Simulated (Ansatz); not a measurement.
Crystal structures of lutetium under PBE

Computed with DFT, PBE, plane waves (420 eV) with PAW, scalar-relativistic (Ansatz).

Each structure is relaxed within its own symmetry, so a high-lying one may be dynamically unstable.

(1) Rank these structures of lutetium by energy per atom, lowest first.
A. diamond
B. beta-Sn type
C. dhcp
D. fcc
E. bcc
F. hcp
G. A15
H. omega (AlB2-type)
I. simple cubic

| structure | ΔE (meV/atom) | V (Å³/atom) | cell | magnetic state |
| --- | --- | --- | --- | --- |
| hcp | 0 | 29.17 | a = 3.507 Å, c = 5.477 Å (c/a = 1.562) | spin not included |
| dhcp | 21 | 29.07 | a = 3.473 Å, c = 11.132 Å (c/a = 3.205) | spin not included |
| fcc | 43 | 29.10 | a = 4.883 Å | spin not included |
| omega (AlB2-type) | 91 | 29.08 | a = 5.435 Å, c = 3.410 Å (c/a = 0.628) | spin not included |
| bcc | 141 | 29.69 | a = 3.901 Å | spin not included |
| A15 | 288 | 30.69 | a = 6.262 Å | spin not included |
| beta-Sn type | 508 | 30.47 | a = 6.113 Å, c = 3.262 Å (c/a = 0.534) | spin not included |
| simple cubic | 856 | 32.99 | a = 3.207 Å | spin not included |
| diamond | 2003 | 50.73 | a = 7.404 Å | spin not included |

ΔE counts from hcp.

Differences under about 8 meV lie within the error of the k-point mesh.

Answers

(1) F (0 meV/atom), C (21 meV/atom), D (43 meV/atom), H (91 meV/atom), E (141 meV/atom), G (288 meV/atom), B (508 meV/atom), I (856 meV/atom), A (2003 meV/atom).
